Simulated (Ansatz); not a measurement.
# AlNi (110): surface energy and levels, part 2 of 2

Aim: for AlNi, compute energy, relaxation and work function or band edges of the (110) face.

Ansatz 0.2.0; DFT PBEsol, scalar-relativistic, plane waves, PAW.

## Step 5: Relaxing the (110) slab

The input, input.yaml:

```yaml
crystal:
  lattice:
    - [2.8621655254, 0.0, 0.0]
    - [0.0, 4.0477133037, 0.0]
    - [0.0, 0.0, 27.1431399112]
  atoms:
    - { symbol: Al, position: [0.0, 0.5, 0.2763129109] }
    - { symbol: Ni, position: [0.5, 0.0, 0.2763129109] }
    - { symbol: Al, position: [0.0, 0.0, 0.3508752739] }
    - { symbol: Ni, position: [0.5, 0.5, 0.3508752739] }
    - { symbol: Al, position: [0.0, 0.5, 0.425437637] }
    - { symbol: Ni, position: [0.5, 0.0, 0.425437637] }
    - { symbol: Al, position: [0.0, 0.0, 0.5] }
    - { symbol: Ni, position: [0.5, 0.5, 0.5] }
    - { symbol: Al, position: [0.0, 0.5, 0.574562363] }
    - { symbol: Ni, position: [0.5, 0.0, 0.574562363] }
    - { symbol: Al, position: [0.0, 0.0, 0.6491247261] }
    - { symbol: Ni, position: [0.5, 0.5, 0.6491247261] }
    - { symbol: Al, position: [0.0, 0.5, 0.7236870891] }
    - { symbol: Ni, position: [0.5, 0.0, 0.7236870891] }
basis:
  ecutwfc: 420
kpoints:
  mp_grid: { grid: [12, 9, 1] }
hamiltonian:
  xc: pbesol
scf:
  occupations: { method: gaussian, width: 0.1 }
output:
  forces: true
  eigenvalues: true
relax:
  adjacent_minimum: "off"
  f_tol: 0.02
  max_steps: 60
efield:
  axis: 3
  dipole_correction: true
```

The run is started by

```bash
$ ansatz run input.yaml --threads 1 --pin off --max-ram 2560MiB --backend cpu --events-out ev --progress --plain --runs-dir out
```

The program printed:

```text
Warning: RAYON_NUM_THREADS=1 ignored (pool sized by the plan → 1); use --threads N
Engine: ansatz 0.2.0, x86_64-unknown-linux-gnu
Pseudopotentials: kind: paw
Pseudopotential: Al, paw, valence charge 3, recommended cutoff 420 eV (normal), Al.paw.azcp
Pseudopotential: Ni, paw, valence charge 18, recommended cutoff 420 eV (normal), Ni.paw.azcp
Functional definition: PBEsol
  exchange = pbesol_x
  correlation = pbesol_c
Crystal: 14 atoms, lattice volume = 314.459 Å³
Basis set: ecut = 420 eV, 6147 PW (Γ), exchange–correlation on 40×60×384 points (8 copies of the dense FFT grid, shifted against one another)
Bands: 89, of which v1, the nominal top of the filled ones, is band 74 counted from 1 (73 counted from 0)
Symmetry: 4 space group operations
k-points: 35 of 108
Non-local potential: Al, projectors of the file, l = 0: 2, l = 1: 2, l = 2: 1
Non-local potential: Ni, projectors of the file, l = 0: 3, l = 1: 2, l = 2: 3, l = 3: 1
PAW form: soft (Blöchl's): semilocal exchange-correlation on the pseudo side does not see the compensation charge
PAW frozen core: Al, regenerated for the run's functional, and the local potential with it (the file was generated under x = pbe(κ = 0.804, μ = 0.2195149727645171), c = pbe(β = 0.06672455060314922))
PAW frozen core: Ni, regenerated for the run's functional, and the local potential with it (the file was generated under x = pbe(κ = 0.804, μ = 0.2195149727645171), c = pbe(β = 0.06672455060314922))
PAW one-centre angular grid: Al, 110 points (default); XC on 64 Gauss nodes
PAW one-centre angular grid: Ni, 590 points (default); XC on 64 Gauss nodes
Initial density: superposition of atomic densities (neutral atoms: chi_scale 0, normalization atom), corrected by the library's trained network
Initial wavefunctions: pseudopotential atomic-orbital guess
Functional: x = pbesol(κ = 0.804, μ = 0.12345679012345678), c = pbesol(β = 0.046)
SCF iter   1: F=—  HF=-44313.359771 eV  |F-HF|=—  |Δ(HF+E_count)|=         —  Δρ=1.42e-2  dr2=7.11e-1  ethr=1.77e-3  p=0.000 e·Å  D=2.37e-13 V/Å  ΔV_dip=-0.00 eV  dr2_dipole=6.90e-9  V_vac-E_F(+/−)=4.84/4.84 eV  ⟨swp⟩=9.4  Hψ=15187  notcnv=0  defer=50
efield: sawtooth ramp at fractional position 0.9500 (placed from the atoms, in the widest stretch of the axis that holds none; the zero of the levels goes with the place), width 0.1000; the density the first Hamiltonian is built on has a dipole p = 0.000 e·Å; the dipole correction subtracts the counter field D = 2.37e-13 V/Å, which shifts the + side's vacuum level by -0.00 eV against the − side's; the planar-averaged density in the ramp window peaks in size at 1.0e-4 e/Å³
preconditioner: auto → LDOS  [metal: Δε(μ)=0.021 eV  Ē_g=6.270 eV  σ=0.100 eV  W_gap=0.12  n_scr=68 (ndim 8)  ℏωp=20.0 eV  f_vac=0.424  D(μ)=7.11/eV (n_scr^D=38)  β→1.0]
SCF iter   2: F=—  HF=-44313.459573 eV  |F-HF|=—  |Δ(HF+E_count)|=   9.98e-2  Δρ=2.39e-2  dr2=1.05e0  ethr=4.83e-4  p=0.000 e·Å  D=1.79e-5 V/Å  ΔV_dip=-0.00 eV  dr2_dipole=4.59e-7  V_vac-E_F(+/−)=5.02/5.02 eV  ⟨swp⟩=2.7  Hψ=5785  notcnv=0  defer=267
SCF iter   3: F=—  HF=-44313.334593 eV  |F-HF|=—  |Δ(HF+E_count)|=   1.25e-1  Δρ=8.99e-3  dr2=1.46e-1  ethr=4.83e-4  p=0.000 e·Å  D=1.13e-5 V/Å  ΔV_dip=-0.00 eV  dr2_dipole=1.55e-7  V_vac-E_F(+/−)=4.98/4.98 eV  ⟨swp⟩=2.1  Hψ=4299  notcnv=0  defer=267
SCF iter   4: F=—  HF=-44313.312015 eV  |F-HF|=—  |Δ(HF+E_count)|=   2.26e-2  Δρ=1.15e-3  dr2=3.56e-3  ethr=9.92e-5  p=0.000 e·Å  D=2.12e-7 V/Å  ΔV_dip=-0.00 eV  dr2_dipole=1.13e-9  V_vac-E_F(+/−)=4.96/4.96 eV  ⟨swp⟩=2.0  Hψ=4576  notcnv=0  defer=267
SCF iter   5: F=—  HF=-44313.311691 eV  |F-HF|=—  |Δ(HF+E_count)|=   3.24e-4  Δρ=5.85e-4  dr2=6.53e-4  ethr=2.42e-6  p=0.000 e·Å  D=7.84e-7 V/Å  ΔV_dip=-0.00 eV  dr2_dipole=1.52e-9  V_vac-E_F(+/−)=4.97/4.97 eV  ⟨swp⟩=2.7  Hψ=6157  notcnv=0  defer=260
SCF iter   6: F=—  HF=-44313.311625 eV  |F-HF|=—  |Δ(HF+E_count)|=   6.68e-5  Δρ=8.36e-5  dr2=1.40e-5  ethr=4.44e-7  p=0.000 e·Å  D=4.05e-7 V/Å  ΔV_dip=-0.00 eV  dr2_dipole=1.31e-10  V_vac-E_F(+/−)=4.97/4.97 eV  ⟨swp⟩=2.1  Hψ=4231  notcnv=0  defer=260
SCF iter   7: F=—  HF=-44313.311635 eV  |F-HF|=—  |Δ(HF+E_count)|=   1.00e-5  Δρ=1.27e-4  dr2=3.41e-5  ethr=6.80e-9  p=0.000 e·Å  D=1.49e-7 V/Å  ΔV_dip=-0.00 eV  dr2_dipole=2.15e-12  V_vac-E_F(+/−)=4.97/4.97 eV  ⟨swp⟩=17.2  Hψ=18789  notcnv=0
iter 8 did not close the SCF: its close was put off until two iterations running show no level that it waits for move by more than its bar (scf_convergence_deferred on its scf_iter line)
SCF iter   8: F=-44313.311627 eV  HF=-44313.311632 eV  |F-HF|=4.18e-6  |Δ(HF+E_count)|=   2.99e-6  Δρ=4.68e-5  dr2=4.22e-6  ethr=6.80e-9  p=0.000 e·Å  D=1.79e-7 V/Å  ΔV_dip=-0.00 eV  dr2_dipole=1.05e-11  V_vac-E_F(+/−)=4.98/4.98 eV  ⟨swp⟩=6.1  Hψ=13923  notcnv=0
SCF iter   9: F=-44313.311631 eV  HF=-44313.311631 eV  |F-HF|=6.41e-8  |Δ(HF+E_count)|=   3.13e-7  Δρ=6.88e-6  dr2=1.05e-7  ethr=2.87e-9  p=0.000 e·Å  D=9.37e-8 V/Å  ΔV_dip=-0.00 eV  dr2_dipole=7.81e-13  V_vac-E_F(+/−)=4.98/4.98 eV  ⟨swp⟩=5.3  Hψ=11568  notcnv=0
SCF 1 converged in 9 iterations: F = -44313.311631 eV  dr2 = 1.05e-7
relax step   1: F+E_penalty+E_count = -44313.31163130 eV  Δ(F+E_penalty+E_count) = +0.000e0 eV  max|allowed force component| = 6.859e-1 eV/Å  Δτ_max = 0.0000 Å  (9 SCF iters, dr2 threshold 1.00e-5 eV, accepted)
[... 11 lines left out ...]
relax step   2: F+E_penalty+E_count = -44313.39179319 eV  Δ(F+E_penalty+E_count) = -8.016e-2 eV  max|allowed force component| = 4.182e-1 eV/Å  Δτ_max = 0.0488 Å  (5 SCF iters, dr2 threshold 2.94e-5 eV, accepted)
[... 9 lines left out ...]
relax step   3: F+E_penalty+E_count = -44313.43663207 eV  Δ(F+E_penalty+E_count) = -4.484e-2 eV  max|allowed force component| = 6.721e-2 eV/Å  Δτ_max = 0.0705 Å  (6 SCF iters, dr2 threshold 1.09e-5 eV, accepted)
[... 11 lines left out ...]
relax step   4: F+E_penalty+E_count = -44313.43746642 eV  Δ(F+E_penalty+E_count) = -8.343e-4 eV  max|allowed force component| = 1.555e-2 eV/Å  Δτ_max = 0.0155 Å  (8 SCF iters, accepted)
SCF converged after 8 iterations
Free energy (F): -44313.437466 eV
Harris-Foulkes:  -44313.437466 eV  (|F-HF|=4.71e-9)
Internal energy: -44313.401537 eV  (E = F + TS)
E sigma→0 (E₀):  -44313.419502 eV
Entropy (-TS):   -0.035930 eV (-2.566 meV/atom)
Fermi energy:    5.132907 eV
Dipole field:    D = 0.000000 V/Å  (p = 0.000000 e·Å, saw-weighted, corrected)
Work function:   Φ+ = 4.8156 eV   Φ− = 4.8156 eV
Levels:          The Fermi level and band energies are counted from a zero that moves with the ramp; work functions are not
--- Per-component energies (eV) ---
  E_band       = -3630.023578
  E_kinetic    = 2174.775830
  E_local      = -211427.469770  (includes V_loc(G=0)·N_el)
  E_nonlocal   = 4542.818374
  E_hartree    = 102895.633546
  E_xc         = -875.058888
  E_vxc        = -979.668392  (∫ρ·V_xc dr)
  E_paw        = -14370.321125  (= ΣΔE_a)
  E_vpaw       = -3731.761663  (= ΣTr[D̂ρ^β])
  E_aug_tail   = 0.002972  (compensation charges beyond the density's cutoff)
  E_efield     = 0.000000  (sawtooth field / dipole correction)
  E_vefield    = 0.000000  (∫n·V_field dr)
  E_ewald      = 72744.702529
  E_core_change = 1.514995  (= ΣΔE_core)
  E_smearing   = -0.035930  (= −TS)
  E_closure    = -0.000000  (closes the sum)
  Σ components = -44313.437466   (vs F -44313.437466, Δ=0.00e0)
--- Forces (eV/Å), atoms counted from 1 ---
  atom   1  Al     0.00000000     0.00000000     0.01554805
  atom   2  Ni     0.00000000     0.00000000     0.01135461
  atom   3  Al     0.00000000     0.00000000    -0.01280059
  atom   4  Ni     0.00000000     0.00000000    -0.00236631
  atom   5  Al     0.00000000     0.00000000    -0.01493005
  atom   6  Ni     0.00000000     0.00000000    -0.00477281
  atom   7  Al     0.00000000     0.00000000     0.00000129
  atom   8  Ni     0.00000000     0.00000000     0.00000079
  atom   9  Al     0.00000000     0.00000000     0.01493007
  atom  10  Ni     0.00000000     0.00000000     0.00477281
  atom  11  Al     0.00000000     0.00000000     0.01279887
  atom  12  Ni     0.00000000     0.00000000     0.00236541
  atom  13  Al     0.00000000     0.00000000    -0.01554795
  atom  14  Ni     0.00000000     0.00000000    -0.01135405
  max |Σ_I F_I| component: 1.55e-7 eV/Å
--- Band table (eV; the first three rows and the last of 35) ---
  k-point 0: bands = ["-97.9388", "-97.9388", "-97.9043", "-97.8673", "-97.8673", "-97.5800", "-97.5800", "-58.5017", "-58.5002", "-58.4969", "-58.4956", "-58.4914", "-58.4914", "-58.4671", "-58.4643", "-58.4505", "-58.4357", "-58.4356", "-58.4293", "-58.4293", "-58.4005", "-58.4005", "-58.2575", "-58.2575", "-58.1051", "-58.1051", "-58.0351", "-58.0351", "-5.9826", "-5.4180", "-4.5638", "-3.4950", "-2.2449", "-0.9997", "-0.3471", "1.1895", "1.3137", "1.6715", "1.7969", "1.8146", "1.8160", "1.8326", "1.9184", "2.0262", "2.1455", "2.1656", "2.2031", "2.2130", "2.6361", "2.8618", "2.9934", "3.0139", "3.0285", "3.1004", "3.1232", "3.1397", "3.2391", "3.2723", "3.2828", "3.3716", "3.3892", "3.4037", "3.4811", "3.4905", "3.6776", "3.6880", "3.6909", "3.7006", "3.8425", "3.8461", "3.8634", "3.9059", "4.4946", "5.2525", "6.2204", "6.9922", "7.3854", "7.3883", "7.7064", "8.1328", "8.1821", "8.7851", "8.9048", "8.9496", "9.4790", "9.8059", "10.0616", "10.5058", "10.5595"]
[... 3 lines left out ...]
--- Relaxed structure (4 steps of the walk, 4 accepted, 0 SCFs on fresh bases) ---
  F+E_penalty+E_count = -44313.43746642 eV   max|allowed force component| = 1.555e-2 eV/Å
  atoms:
    - { symbol: Al, position: [0.0, 0.5, 0.2733204588021545] }
    - { symbol: Ni, position: [0.5, 0.0, 0.28013753757530785] }
    - { symbol: Al, position: [0.0, 0.0, 0.3506088165760124] }
    - { symbol: Ni, position: [0.5, 0.5, 0.35161502134914935] }
    - { symbol: Al, position: [0.0, 0.5, 0.4256597621949922] }
    - { symbol: Ni, position: [0.5, 0.0, 0.42489970656173637] }
    - { symbol: Al, position: [0.0, 0.0, 0.4999999943562554] }
    - { symbol: Ni, position: [0.5, 0.5, 0.49999999402716067] }
    - { symbol: Al, position: [0.0, 0.5, 0.5743402345131853] }
    - { symbol: Ni, position: [0.5, 0.0, 0.5751002909599965] }
    - { symbol: Al, position: [0.0, 0.0, 0.649391189607387] }
    - { symbol: Ni, position: [0.5, 0.5, 0.6483849818379298] }
    - { symbol: Al, position: [0.0, 0.5, 0.7266795449940932] }
    - { symbol: Ni, position: [0.5, 0.0, 0.71986246664464] }
```

Run time: 4.4 min. Hardware: 1 thread of Intel Xeon 6975P-C (Granite Rapids), shared host; peak memory 1 GiB.

The steps of the relaxation:

```
step  E - E(step 1) (eV/cell)  largest force component (eV/Å)
   1                   0.0000                          0.6859
   2                  -0.0802                          0.4182
   3                  -0.1250                          0.0672
   4                  -0.1258                          0.0155
```

Step 1 is the start.

This gives work function 4.82 eV.

Plane-averaged electrostatic potential energy of an electron across the slab, counted from the Fermi level:

z (Å), V (eV) and a bar:
```
     1.70       4.82 ##############################
     2.26       4.82 ##############################
     2.54       4.82 ##############################
     3.11       4.82 ##############################
     3.68       4.81 ##############################
     4.24       4.80 ##############################
     4.52       4.79 ##############################
     5.09       4.70 ##############################
     5.65       4.31 #############################
     5.94       3.77 ############################
     6.50       0.59 #######################
     7.07      -8.33 #########
     7.63     -13.77 
     7.92     -11.20 ####
     8.48      -1.78 ###################
     9.05      -8.90 ########
     9.33     -13.03 #
     9.90     -11.31 ####
    10.46      -2.07 ###################
    11.03      -8.67 ########
    11.31     -13.02 #
    11.88     -11.61 ###
    12.44      -2.25 ###################
    12.72      -2.71 ##################
    13.29     -12.37 ##
    13.85     -12.37 ##
    14.42      -2.71 ##################
    14.70      -2.25 ###################
    15.27     -11.61 ###
    15.83     -13.02 #
    16.12      -8.67 ########
    16.68      -2.07 ###################
    17.25     -11.31 ####
    17.81     -13.03 #
    18.10      -8.90 ########
    18.66      -1.78 ###################
    19.23     -11.20 ####
    19.51     -13.77 
    20.07      -8.33 #########
    20.64       0.59 #######################
    21.21       3.77 ############################
    21.49       4.31 #############################
    22.05       4.70 ##############################
    22.62       4.79 ##############################
    22.90       4.80 ##############################
    23.47       4.81 ##############################
    24.03       4.82 ##############################
    24.60       4.82 ##############################
    24.88       4.82 ##############################
    25.45       4.82 ##############################
```

## Step 6: What the (110) slab gives

γ = (E_slab − N E_bulk) / (2A); here N = 14 and A = 11.59 Å².

|  | as cut | relaxed |
| --- | --- | --- |
| surface energy, mean of both faces | 1.90 J/m² | 1.81 J/m² |
| work function | 4.98 eV | 4.82 eV |
| dipole along +c (e·Å/cell) | 0.000 | 0.000 |

How the layers moved (bottom to top):

| plane | atoms | spacing to the next, as cut (Å) | relaxed (Å) | change (%) | rumpling (Å) |
| --- | --- | --- | --- | --- | --- |
| 1 | AlNi | 2.024 | 2.019 | -0.2 | 0.185 |
| 2 | AlNi | 2.024 | 2.013 | -0.5 | 0.027 |
| 3 | AlNi | 2.024 | 2.028 | +0.2 | 0.021 |
| 4 | AlNi | 2.024 | 2.028 | +0.2 | 0.000 |
| 5 | AlNi | 2.024 | 2.013 | -0.5 | 0.021 |
| 6 | AlNi | 2.024 | 2.019 | -0.2 | 0.027 |
| 7 | AlNi |  |  |  | 0.185 |

## Step 7: Results

What follows sums up all 2 parts.

| quantity | value |
| --- | --- |
| surface energy, (110), cut with AlNi on top | 1.81 J/m² |
| work function, (110), cut with AlNi on top | 4.82 eV |

What this shows: On (110) the top spacing stays within 0.3 %, and relaxation gains 0.086 J/m² a face. The top plane rumples by 0.19 Å. The final runs have no spin polarisation, so no magnetic state was tried and one may lie lower.
